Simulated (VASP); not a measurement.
A run of VASP 6.6.1 is set up as follows.

Contents of INCAR:

```
SYSTEM = Ta2N
PREC     = Accurate       ! precision mode
ENCUT    = 520            ! plane-wave cutoff, eV
EDIFF    = 1E-7           ! SCF threshold, eV
ISMEAR   = -1             ! smearing method
SIGMA    = 0.05           ! smearing width, eV
LREAL    = .False.        ! projectors in reciprocal space
LASPH    = .True.         ! aspherical terms in the spheres
NELM     = 80             ! most SCF steps
ALGO     = Normal         ! electronic algorithm
ISIF     = 2              ! what is computed and relaxed
LWAVE    = .False.        ! write WAVECAR
LCHARG   = .False.        ! write CHGCAR
GGA      = PS             ! functional
NBANDS   = 20             ! bands
```

Contents of KPOINTS:

```
regular mesh
0
Gamma
  10 10 6
  0 0 0
```

The input POSCAR:

```
Ta2N
1.0
    3.1128615060      0.0000000000      0.0000000000
   -1.5564307530      2.6958171426      0.0000000000
    0.0000000000      0.0000000000      4.8698410000
Ta N
2 1
Direct
    0.3333333333      0.6666666667      0.2547110000
    0.6666666667      0.3333333333      0.7452890000
    0.0000000000      0.0000000000      0.0000000000
```

Potentials or basis: VASP PAW PBE potentials, release 64 (Ta_pv, N).

Run with:

```bash
$ cat potpaw_PBE.64/Ta_pv/POTCAR potpaw_PBE.64/N/POTCAR > POTCAR
$ mpirun -np 1 vasp_std > vasp.out
```

Predict the largest force.

0.249 eV/Å.

Predict the pressure.

-8.7 GPa.

Estimate the band gap on the k mesh.

none (metal or under the smearing width).

Forces on the atoms (eV/Å):
```
Ta   0.000  0.000 -0.249
Ta   0.000  0.000  0.249
N    0.000  0.000  0.000
```

Caveat: the PAW data sets were made with another functional, which shifts forces and pressure a little. The run has no spin-orbit coupling, so splittings on Ta are missing.
